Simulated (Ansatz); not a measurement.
## Putting H into Bi

All numbers below come from DFT r2SCAN, scalar-relativistic, plane waves, PAW in Ansatz 0.2.0.

Plane waves to 500 eV, a k mesh through Γ of 12×12×12 on the computed 2-atom cell and Gaussian smearing (0.10 eV); no spin polarisation for the host; each changed cell takes a mesh and smearing chosen by its own gap and starts from the host's moments or customary ones, or runs without spin. Cells and atoms are relaxed to the nearest stationary point that keeps the symmetry of their start (forces under 0.02 to 0.04 eV/Å, stress under 0.1 to 0.2 GPa); energies are at zero smearing, without zero-point or thermal terms.

Relaxed host (gap on the mesh 0 eV):

```
Bi
1.0
     2.26861    1.30978    4.11682
    -2.26861    1.30978    4.11682
     0.00000   -2.61957    4.11682
Bi
2
Cartesian
  0.0000 0.0000 2.8605
  0.0000 0.0000 9.4900
```

Cases: (1) 1 H in a 1×1×1 repeat of the cell, at (0.000 0.000 0.000) in fractions of that repeat, 2.86 Å from the nearest atom of the relaxed host; (2) 1 H in a 1×1×1 repeat of the cell, at (0.500 0.500 0.500) in fractions of that repeat, 2.74 Å from the nearest atom of the relaxed host.

Give the energy per H taken from half an H2 molecule (negative: uptake is favourable), the swelling and the final surroundings.

```json
{"case": "1", "formula": "Bi2H", "energy per H (eV)": "1.80", "ΔV (%)": "-3.6", "principal strains (%)": "+6.2 -4.7 -4.7", "nearest host atoms of the first H": "8 (Bi) from 2.79 Å", "gap (eV)": "0"}
{"case": "2", "formula": "Bi2H", "energy per H (eV)": "1.76", "ΔV (%)": "+6.2", "principal strains (%)": "+7.5 -0.6 -0.6", "nearest host atoms of the first H": "6 (Bi) from 2.72 Å", "gap (eV)": "0"}
```

Each ion keeps what symmetry its start has, so a lower place off a symmetric site can be missed, above all for H.

Relaxed structure of case 2, the lowest per ion:

```
Bi H
1.0
     2.25494    1.30189    4.42576
    -2.25494    1.30189    4.42576
     0.00000   -2.60378    4.42576
Bi H
2 1
Direct
  0.22599 0.22599 0.22599
  0.77401 0.77401 0.77401
  0.50000 0.50000 0.50000
```

Spin-orbit coupling is left out.

Cost: 3 runs of about 8.7 core-minutes in all, on Intel Xeon Platinum 8259CL (Skylake/Cascade Lake) (shared hosts).